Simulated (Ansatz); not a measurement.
# Sb (P6_3/mmc) in Ansatz: further runs

Runs on Sb. Level: PBEsol. Tasks: phonons, elastic constants, density of states.

Everything below comes from runs of Ansatz 0.2.0. Logs are shortened: lines on timing, memory, paths and dates and some standing lists are left out, and cuts for length are marked.

### Step 1. The crystal as given

The structure is hexagonal, space group P6_3/mmc (No. 194). Conventional cell: a = 3.355 Å, b = 3.355 Å, c = 5.470 Å, α = 90.00°, β = 90.00°, γ = 120.00°. Sb (site symmetry -6m2) has 12 Sb at 3.35 Å as nearest neighbours.

This isn't the form of Sb at room conditions, which is rhombohedral.

### Step 2. Phonons, PBEsol

Input file input.yaml:

```yaml
crystal:
  lattice:
    - [3.3545324186, 0.0, 0.0]
    - [-1.6772662093, 2.9051102923, 0.0]
    - [0.0, 0.0, 5.47016065]
  atoms:
    - { symbol: Sb, position: [0.6666666667, 0.3333333333, 0.75] }
    - { symbol: Sb, position: [0.3333333333, 0.6666666667, 0.25] }
hamiltonian:
  xc: pbesol
  pseudopotentials: { kind: paw }
kpoints:
  mp_grid: { grid: [8, 8, 4] }
scf:
  occupations: { method: fermi_dirac, width: 0.05 }
phonons:
  method: dfpt
  qmesh: [2, 2, 2]
  temperatures: { t_max: 1000, t_step: 100 }
  qpath:
    path:
      - [[0.0, 0.0, 0.0], [0.5, 0.0, 0.0], [0.3333333333, 0.3333333333, 0.0], [0.0, 0.0, 0.0], [0.0, 0.0, 0.5], [0.5, 0.0, 0.5], [0.3333333333, 0.3333333333, 0.5], [0.0, 0.0, 0.5]]
      - [[0.5, 0.0, 0.5], [0.5, 0.0, 0.0]]
      - [[0.3333333333, 0.3333333333, 0.0], [0.3333333333, 0.3333333333, 0.5]]
    npoints: 8
```

Potentials or basis: Ansatz PAW.

Launch:

```console
ansatz run input.yaml --threads 2 --pin off --max-ram 5632MiB --backend cpu --events-out ev --progress --plain --runs-dir out
```

Output:

```text
Warning: RAYON_NUM_THREADS=2 ignored (pool sized by the plan → 2); use --threads N
Engine: ansatz 0.2.0, aarch64-unknown-linux-gnu
Pseudopotentials: kind: paw
Pseudopotential: Sb, paw, valence charge 15, recommended cutoff 420 eV (normal), Sb.paw.azcp
Functional definition: PBEsol
  exchange = pbesol_x
  correlation = pbesol_c
Crystal: 2 atoms, lattice volume = 53.308 Å³
Basis set: ecut = 420 eV, 1087 PW (Γ), exchange–correlation on 48×48×80 points (8 copies of the dense FFT grid, shifted against one another)
Bands: 19, of which v1, the nominal top of the filled ones, is band 15 counted from 1 (14 counted from 0)
Symmetry: 24 space group operations
k-points: 30 of 256
Non-local potential: Sb, projectors of the file, l = 0: 2, l = 1: 2, l = 2: 2, l = 3: 2
PAW form: soft (Blöchl's): semilocal exchange-correlation on the pseudo side does not see the compensation charge
PAW frozen core: Sb, regenerated for the run's functional, and the local potential with it (the file was generated under x = pbe(κ = 0.804, μ = 0.2195149727645171), c = pbe(β = 0.06672455060314922))
PAW one-centre angular grid: Sb, 590 points (default); XC on 64 Gauss nodes
Initial density: superposition of atomic densities (neutral atoms: chi_scale 0, normalization atom), corrected by the library's trained network
Initial wavefunctions: pseudopotential atomic-orbital guess
Functional: x = pbesol(κ = 0.804, μ = 0.12345679012345678), c = pbesol(β = 0.046)
SCF iter   1: F=—  HF=-12815.693752 eV  |F-HF|=—  |Δ(HF+E_count)|=         —  Δρ=2.54e-3  dr2=1.89e-3  ethr=1.77e-3  ⟨swp⟩=5.9  Hψ=2776  notcnv=0
preconditioner: auto → Kerker (q_TF=auto, 2.479 Å⁻¹)  [metal: Δε(μ)=0.103 eV  Ē_g=8.576 eV  σ=0.050 eV  W_gap=0.44  n_scr=22 (ndim 8)  ℏωp=16.1 eV  f_vac=0.000  D(μ)=1.57/eV (n_scr^D=10)]
SCF iter   2: F=—  HF=-12815.691554 eV  |F-HF|=—  |Δ(HF+E_count)|=   2.20e-3  Δρ=1.68e-3  dr2=8.79e-4  ethr=6.32e-6  ⟨swp⟩=2.7  Hψ=1227  notcnv=0  defer=1
SCF iter   3: F=—  HF=-12815.691429 eV  |F-HF|=—  |Δ(HF+E_count)|=   1.25e-4  Δρ=8.05e-4  dr2=1.67e-4  ethr=2.93e-6  ⟨swp⟩=2.0  Hψ=1007  notcnv=0  defer=1
SCF iter   4: F=—  HF=-12815.691304 eV  |F-HF|=—  |Δ(HF+E_count)|=   1.25e-4  Δρ=1.33e-4  dr2=7.20e-6  ethr=5.57e-7  ⟨swp⟩=2.0  Hψ=1007  notcnv=0  defer=1
SCF iter   5: F=—  HF=-12815.691306 eV  |F-HF|=—  |Δ(HF+E_count)|=   2.04e-6  Δρ=6.11e-5  dr2=1.50e-6  ethr=2.40e-8  ⟨swp⟩=1.0  Hψ=563  notcnv=0  defer=1
SCF iter   6: F=—  HF=-12815.691303 eV  |F-HF|=—  |Δ(HF+E_count)|=   2.81e-6  Δρ=2.03e-5  dr2=1.38e-7  ethr=4.98e-9  ⟨swp⟩=3.0  Hψ=1040  notcnv=0  defer=1
SCF iter   7: F=—  HF=-12815.691303 eV  |F-HF|=—  |Δ(HF+E_count)|=   6.83e-8  Δρ=3.66e-6  dr2=5.67e-9  ethr=4.60e-10  ⟨swp⟩=2.0  Hψ=992  notcnv=0  defer=1
SCF iter   8: F=—  HF=-12815.691303 eV  |F-HF|=—  |Δ(HF+E_count)|=   2.53e-9  Δρ=1.51e-6  dr2=6.68e-10  ethr=1.89e-11  ⟨swp⟩=2.6  Hψ=1013  notcnv=0  defer=1
SCF iter   9: F=—  HF=-12815.691303 eV  |F-HF|=—  |Δ(HF+E_count)|=  4.00e-10  Δρ=4.35e-7  dr2=5.77e-11  ethr=2.23e-12  ⟨swp⟩=2.0  Hψ=931  notcnv=0  defer=1
SCF iter  10: F=-12815.691303 eV  HF=-12815.691303 eV  |F-HF|=1.82e-12  |Δ(HF+E_count)|=  3.82e-11  Δρ=1.14e-8  dr2=6.49e-14  ethr=1.00e-12  ⟨swp⟩=7.0  Hψ=2747  notcnv=0
SCF 1 converged in 10 iterations: F = -12815.691303 eV  dr2 = 6.49e-14
NSCF: frozen V_eff on 30 k-points
NSCF: frozen V_eff on 63 k-points
DFPT response loops at q = (0, 0, 0) (fractional): preconditioner auto → Kerker (q_TF=auto, 2.479 Å⁻¹) (partly filled bands, converged f_vac=0.000); β = 1.00, the filter's whole step (`scf.mixing.beta` (0.50) is not read by the response loops under this deck's `scf.mixing.preconditioner`; to damp them name `kerker` or `kerker_dos`, under which they read `scf.mixing.beta`, and type it under 1.00, their step now; both keys bind the ground state too); Broyden in place of MSR1
NSCF: frozen V_eff on 126 k-points
DFPT response loops at q = (0, 0, -0.5) (fractional): mixed as the last ones told, above
NSCF: frozen V_eff on 126 k-points
DFPT response loops at q = (0, -0.5, 0) (fractional): mixed as the last ones told, above
NSCF: frozen V_eff on 126 k-points
DFPT response loops at q = (0, -0.5, -0.5) (fractional): mixed as the last ones told, above
SCF converged after 10 iterations
Free energy (F): -12815.691303 eV
Harris-Foulkes:  -12815.691303 eV  (|F-HF|=1.82e-12)
Internal energy: -12815.677815 eV  (E = F + TS)
E sigma→0 (E₀):  -12815.684559 eV
Entropy (-TS):   -0.013488 eV (-6.744 meV/atom)
Fermi energy:    11.625487 eV
--- Per-component energies (eV) ---
  E_band       = -286.666597
  E_kinetic    = 414.285373
  E_local      = -2854.577892  (includes V_loc(G=0)·N_el)
  E_nonlocal   = 726.646756
  E_hartree    = 1302.637054
  E_xc         = -275.454246
  E_vxc        = -193.777102  (∫ρ·V_xc dr)
  E_paw        = -8997.304001  (= ΣΔE_a)
  E_vpaw       = -984.517844  (= ΣTr[D̂ρ^β])
  E_aug_tail   = -0.000004  (compensation charges beyond the density's cutoff)
  E_ewald      = -3132.574569
  E_core_change = 0.663714  (= ΣΔE_core)
  E_smearing   = -0.013488  (= −TS)
  E_closure    = 0.000000  (closes the sum)
  Σ components = -12815.691303   (vs F -12815.691303, Δ=0.00e0)
--- Band table (eV; the first three rows and the last of 30) ---
  k-point 0: bands = ["-17.5326", "-17.5312", "-17.5312", "-17.5267", "-17.5267", "-17.5236", "-17.5089", "-17.5089", "-17.4568", "-17.4568", "-1.3282", "2.5046", "5.8162", "15.2919", "15.2919", "16.9344", "16.9344", "17.1880", "19.5528"]
  k-point 1: bands = ["-17.5353", "-17.5353", "-17.5311", "-17.5298", "-17.5298", "-17.5247", "-17.4965", "-17.4965", "-17.4619", "-17.4619", "-1.0150", "1.3593", "7.5927", "14.6589", "15.5205", "15.5205", "16.7029", "16.7029", "19.7874"]
  k-point 2: bands = ["-17.5351", "-17.5351", "-17.5351", "-17.5351", "-17.5277", "-17.5277", "-17.4766", "-17.4766", "-17.4766", "-17.4766", "-0.0881", "-0.0881", "10.8903", "10.8903", "16.1035", "16.1035", "16.1035", "16.1035", "20.4962"]
  k-point 29: bands = ["-17.5363", "-17.5363", "-17.5078", "-17.5078", "-17.5028", "-17.5028", "-17.4775", "-17.4775", "-17.4522", "-17.4522", "3.6739", "3.6739", "7.0904", "7.0904", "9.1129", "9.1129", "14.6102", "14.6102", "18.9542"]
--- Phonons (Γ-DFPT): 2 representative perturbations + reference (Σ response iterations 6) ---
  ASR residual: 3.145e-5 → 0.000e0 eV/Å²; symmetrization residual: 9.111e-12 eV/Å²
  ASR residual per site (eV/Å²): 3.14e-5 3.14e-5
  Γ frequencies (cm⁻¹): -27.20 -27.20 0.00 0.00 0.00 67.12
--- Phonons (arbitrary-q DFPT): 4 irreducible q on the 2×2×2 mesh ---
  q = [0.0000, 0.0000, 0.0000] (star 1, of the zone-centre solve; hermiticity 6.73e-13, symmetrization 9.03e-12): -27.20 -27.20 -0.00 0.00 0.00 67.12
  q = [0.0000, 0.0000, -0.5000] (star 1, 2 solved perturbations in 93 linear systems a pass and spin channel, the states on 63 of 256 k-point pairs; hermiticity 2.70e-11, symmetrization 1.35e-11): 18.34 18.34 18.34 18.34 79.11 79.11
  q = [0.0000, -0.5000, 0.0000] (star 3, 3 solved perturbations on 63 of 256 k-point pairs; hermiticity 7.29e-5, symmetrization 3.19e-5): -68.08 -33.28 17.23 44.86 60.71 74.94
  q = [0.0000, -0.5000, -0.5000] (star 3, 3 solved perturbations on 63 of 256 k-point pairs; hermiticity 6.60e-5, symmetrization 1.93e-5): -74.84 -74.84 -49.24 -49.24 -31.46 -31.46
  sum rule: each row above includes the acoustic sum rule's correction from the zone centre's row sums; it moved no ω² by more than (0.27 cm⁻¹)²
  mesh force constants: q→R imaginary residual 3.74e-17; ASR residual 3.145e-5 → 0.000e0 eV/Å²; symmetrization residual 7.772e-16 eV/Å²
  interpolated dispersion: 75 rows × 6 modes
  density of states and harmonic sums: on the 22×22×12 q-mesh, interpolated from the force constants of a 2×2×2 supercell (no non-analytic term)
  largest difference from the sums on the solved wave vectors: F 9.82e-2 eV, S 1.25e-4 and C_V 2.85e-5 eV/K
  zero-point energy: 0.006812 eV/cell   skipped modes (ω ≤ 0): 1193, of them read as no rigid motion or as one in doubt: 1190 (3.313e0 modes/cell left out, lowest -74.84 cm⁻¹)   left out of the sums: 5.52e-1 of the cell's modes: C_V's classical limit lies that fraction below 3 k_B per atom; for a crystal, a wire or a layer, F and S can be off by more, and a phonons.interpolated_qmesh denser along its periods is the remedy for the sampling
```

Wall time 30 s (2 threads of Arm Neoverse V2, shared host); peak memory 0.49 GiB.

What came out:

```
Free energy              : -12815.6913 eV
Band gap on the k mesh   : none (metal or under the smearing width)
Highest phonon frequency : 79 cm⁻¹
Most unstable mode       : 75i cm⁻¹
```

Phonon frequencies in cm⁻¹ (negative: imaginary):
| q point | frequencies |
| --- | --- |
| (0.000, 0.000, 0.000) | -27 -27 0 0 0 67 |
| (0.000, 0.000, -0.500) | 18 18 18 18 79 79 |
| (0.000, -0.500, 0.000) | -68 -33 17 45 61 75 |
| (0.000, -0.500, -0.500) | -75 -75 -49 -49 -31 -31 |

Caveat: some modes are imaginary; the q mesh is small, so phonon branches between its points and thermal values are rough; the PAW data sets come from PBE, with cores solved anew for the run's functional, which leaves a small shift of forces and pressure.

### Step 3. Elastic constants, PBEsol

Input file input.yaml:

```yaml
crystal:
  lattice:
    - [3.3545324186, 0.0, 0.0]
    - [-1.6772662093, 2.9051102923, 0.0]
    - [0.0, 0.0, 5.47016065]
  atoms:
    - { symbol: Sb, position: [0.6666666667, 0.3333333333, 0.75] }
    - { symbol: Sb, position: [0.3333333333, 0.6666666667, 0.25] }
hamiltonian:
  xc: pbesol
  pseudopotentials: { kind: paw }
kpoints:
  mp_grid: { grid: [8, 8, 4] }
scf:
  occupations: { method: fermi_dirac, width: 0.05 }
output:
  forces: true
  stress: true
elastic:
  mode: relaxed_ion
  stencil: two_point
```

Potentials or basis: Ansatz PAW.

Launch:

```console
ansatz run input.yaml --threads 2 --pin off --max-ram 5632MiB --backend cpu --events-out ev --progress --plain --runs-dir out
```

Output:

```text
Warning: RAYON_NUM_THREADS=2 ignored (pool sized by the plan → 2); use --threads N
[... 6 set-up lines as earlier in the session ...]
Crystal: 2 atoms, lattice volume = 53.308 Å³
Basis set: ecut = 420 eV, 1087 PW (Γ), exchange–correlation on 48×48×80 points (8 copies of the dense FFT grid, shifted against one another)
Bands: 19, of which v1, the nominal top of the filled ones, is band 15 counted from 1 (14 counted from 0)
[... 1 set-up line as earlier in the session ...]
Space group: P63/mmc (ITA 194), of the structure as read, at distance tolerance 3.8e-5 Å
k-points: 30 of 256
[... 1 set-up line as earlier in the session ...]
[... 458 lines left out ...]
  C* (energy form; C + prestress term) asymmetry max|C*_kj − C*_jk| = 1.304e3 GPa — a small one proves nothing (zero by symmetry where the batch's group is 432, −43m or m−3m); a large one is finite-difference/SCF noise where every solve meets its electron count
  moduli (Voigt/Reuss/Hill, GPa): K = 407.86/425.98/416.92   G = -408.84/8.94/-199.95   E = -714.00   ν = 0.785
  mechanically stable: NO (min eigenvalue of sym C = -1682.74 GPa)
  harmonic check of the ions' relaxations: strain 11: 1 of 1 pair far from harmonic (see the warning)
  the stresses are not corrected for the forces that the relaxations left standing (`elastic.f_tol`)
  strain η (Voigt 11):  stress-route row diagonal C_11 = -650.74 GPa, energy-path curvature d²(F+E_count+ΔE)/dδ²/Ω₀ = -34772.02 GPa
         δ    σ_11 (GPa)             F (eV)   n_scf  n_hpsi   n_pw
    -2.000e-3       3.1471      -12815.7334115       3   14203   1063   relax 13 steps, max|allowed force component| 1.91e-7 eV/Å
     2.000e-3       0.5442      -12815.6954806       3   14197   1087   relax 14 steps, max|allowed force component| 2.90e-5 eV/Å
  strain η (Voigt 33):  stress-route row diagonal C_33 = 105.20 GPa, energy-path curvature d²(F+E_count+ΔE)/dδ²/Ω₀ = 105.34 GPa
         δ    σ_33 (GPa)             F (eV)   n_scf  n_hpsi   n_pw
    -2.000e-3      -0.4547      -12815.6910735       8   10893   1087   relax 0 steps, max|allowed force component| 2.78e-17 eV/Å
     2.000e-3      -0.0339      -12815.6914060       5    8283   1087   relax 0 steps, max|allowed force component| 5.09e-17 eV/Å
  strain η (Voigt 23):  stress-route row diagonal C_44 = 3.54 GPa, energy-path curvature d²(F+E_count+ΔE)/dδ²/Ω₀ = 3.13 GPa
         δ    σ_23 (GPa)             F (eV)   n_scf  n_hpsi   n_pw
    -2.000e-3      -0.0071      -12815.6913061       2   16523   1083   relax 1 steps, max|allowed force component| 2.73e-5 eV/Å
     2.000e-3       0.0071      -12815.6913061       2   16441   1083   relax 1 steps, max|allowed force component| 2.73e-5 eV/Å
```

elastic.tsv:

```text
[... 17 lines left out ...]
6	1.6156910918e-14	-2.6143569829e-14	-1.3843946264e-24	0.0000000000e0	0.0000000000e0	-8.4136876807e2	1.6898066496e-14	-2.5402414251e-14	7.4115557719e-16	0.0000000000e0	0.0000000000e0	-8.4136876807e2	-8.1960999111e-20	-2.5490735455e-19	1.8056995072e-25	0.0000000000e0	0.0000000000e0	-1.1439369457e-2
```

elastic_members.tsv:

```text
[... 15 lines left out ...]
3	2.0000000000e-3	1.8829907122e0	1.8843481143e0	-2.4521343293e-1	7.0872832038e-3	-1.3896667098e-16	4.4469334715e-15	-1.2815691306e4	-1.2815684559e4	2	16441	1083	1	2.7272095806e-5	0.0000000000e0	-4.1303947240e-2	-4.1311963700e-2	-4.1148142052e-2	-6.8877193445e-6	-2.1204631192e-21	6.7854819816e-20	-3.1803796145e-6	0.0000000000e0
```

Wall time 49 s (2 threads of Arm Neoverse V2, shared host); peak memory 0.38 GiB.

Results:

- Free energy: -12815.6913 eV
- Pressure: -1.2 GPa
- Band gap on the k mesh: none (metal or under the smearing width)
- Voigt bulk modulus: 408 GPa

Elastic tensor in Voigt notation (GPa, in the Cartesian axes of the cell as first typed):
```
-651 1032   48    0    0    0
1032 -651   48    0    0    0
1354 1354  105    0    0    0
   0    0    0    4    0    0
   0    0    0    0    4    0
   0    0    0    0    0 -841
```

Caveat: the elastic tensor has a negative eigenvalue, so either the cell is unstable as it stands or the mesh is too thin; the PAW data sets come from PBE, with cores solved anew for the run's functional, which leaves a small shift of forces and pressure. Spin-orbit coupling is left out, which matters for the levels of Sb.

### Step 4. Density of states, PBEsol

input.yaml, as its differences from that of step 3:

```diff
@@ -15,2 +15,3 @@
   occupations: { method: fermi_dirac, width: 0.05 }
+  n_extra_bands: 6
 output:
@@ -18,4 +19,3 @@
   stress: true
-elastic:
-  mode: relaxed_ion
-  stencil: two_point
+  eigenvalues: true
+  dos: { projected: false, de: 0.05, nscf_kmesh: { grid: [12, 12, 6] } }
```

Potentials or basis: Ansatz PAW.

Launch:

```console
ansatz run input.yaml --threads 2 --pin off --max-ram 5632MiB --backend cpu --events-out ev --progress --plain --runs-dir out
```

Output:

```text
Warning: RAYON_NUM_THREADS=2 ignored (pool sized by the plan → 2); use --threads N
scf.n_extra_bands = 6 over 15 filled bands (N_el = 30.0): the run solves 21 bands
[... 6 set-up lines as earlier in the session ...]
Crystal: 2 atoms, lattice volume = 53.308 Å³
Basis set: ecut = 420 eV, 1087 PW (Γ), exchange–correlation on 48×48×80 points (8 copies of the dense FFT grid, shifted against one another)
Bands: 21, of which v1, the nominal top of the filled ones, is band 15 counted from 1 (14 counted from 0)
[... 2 set-up lines as earlier in the session ...]
[... 36 lines left out ...]
  E_ewald      = -3132.574569
  E_core_change = 0.663714  (= ΣΔE_core)
  E_smearing   = -0.013488  (= −TS)
  E_closure    = -0.000000  (closes the sum)
  Σ components = -12815.691303   (vs F -12815.691303, Δ=0.00e0)
--- Forces (eV/Å), atoms counted from 1 ---
  atom   1  Sb    -0.00000000     0.00000000     0.00000000
  atom   2  Sb     0.00000000    -0.00000000     0.00000000
  max |Σ_I F_I| component: 4.63e-18 eV/Å
--- Stress (GPa, compression-positive) ---
       -1.884641       0.000000       0.000000
       -0.000000      -1.884641       0.000000
        0.000000       0.000000       0.246875
  P = ⅓ Tr σ = -1.1741 GPa (-11.741 kbar)
--- Band table (eV; the first three rows and the last of 30) ---
  k-point 0: bands = ["-17.5330", "-17.5316", "-17.5316", "-17.5272", "-17.5272", "-17.5240", "-17.5094", "-17.5094", "-17.4573", "-17.4573", "-1.3283", "2.5045", "5.8162", "15.2918", "15.2918", "16.9343", "16.9343", "17.1879", "19.5527", "20.7484", "22.0881"]
  k-point 1: bands = ["-17.5357", "-17.5357", "-17.5315", "-17.5303", "-17.5303", "-17.5251", "-17.4970", "-17.4970", "-17.4624", "-17.4624", "-1.0151", "1.3592", "7.5927", "14.6588", "15.5204", "15.5204", "16.7028", "16.7028", "19.7873", "21.1552", "21.6104"]
  k-point 2: bands = ["-17.5356", "-17.5356", "-17.5356", "-17.5356", "-17.5281", "-17.5281", "-17.4771", "-17.4771", "-17.4771", "-17.4771", "-0.0882", "-0.0882", "10.8903", "10.8903", "16.1034", "16.1034", "16.1034", "16.1034", "20.4961", "20.4961", "21.6738"]
  k-point 29: bands = ["-17.5368", "-17.5368", "-17.5082", "-17.5082", "-17.5033", "-17.5033", "-17.4780", "-17.4780", "-17.4526", "-17.4526", "3.6738", "3.6738", "7.0903", "7.0903", "9.1129", "9.1129", "14.6101", "14.6101", "18.9542", "18.9542", "20.3864"]
```

Wall time 1.8 s (2 threads of Arm Neoverse V2, shared host); peak memory 0.31 GiB.

What came out:

| Property | Result |
| --- | --- |
| Free energy | -12815.6913 eV |
| Pressure | -1.2 GPa |
| Band gap on the k mesh | none (metal or under the smearing width) |
| Density of states at the Fermi level | 1.24 states/eV per cell |

States per cell in windows of 0.5 eV (zero at the Fermi level; states under -8 eV left out):
```tsv
from (eV)	total
-8.0	0.66
-7.5	0.01
-7.0	0.00
-6.5	0.00
-6.0	0.01
-5.5	0.16
-5.0	0.45
-4.5	0.77
-4.0	0.55
-3.5	0.52
-3.0	0.56
-2.5	0.54
-2.0	0.59
-1.5	0.56
-1.0	0.61
-0.5	0.59
0.0	0.66
0.5	0.80
1.0	0.70
1.5	0.71
2.0	0.84
2.5	0.87
3.0	0.59
3.5	0.40
4.0	0.32
4.5	0.25
5.0	0.27
5.5	0.38
6.0	0.49
6.5	0.62
7.0	0.70
7.5	0.77
```

Caveat: the PAW data sets come from PBE, with cores solved anew for the run's functional, which leaves a small shift of forces and pressure. The run has no spin-orbit coupling, so splittings on Sb are missing.

### Step 5. The runs side by side

| task | q mesh | points for each segment of the path | atoms under strain | gap on the mesh (eV) | pressure (GPa) |
| --- | --- | --- | --- | --- | --- |
| phonons | 2 × 2 × 2 | 8 | - | none | - |
| elastic constants | - | - | relaxed | none | -1.2 |
| density of states | - | - | - | none | -1.2 |

Alike in all rows: level PBEsol; potentials or basis Ansatz PAW; no spin polarisation; cell as given; k mesh 8 × 8 × 4; cutoff (eV) 420; smearing fermi-dirac 0.05 eV.

Every run on the cell as given and a fine mesh finds a metal.

Caveats: the PAW data sets come from PBE, with cores solved anew for the run's functional, which leaves a small shift of forces and pressure; some modes are imaginary (some runs); the elastic tensor has a negative eigenvalue, so either the cell is unstable as it stands or the mesh is too thin (some runs).

Absolute energies hang on the potentials; compare differences alone.
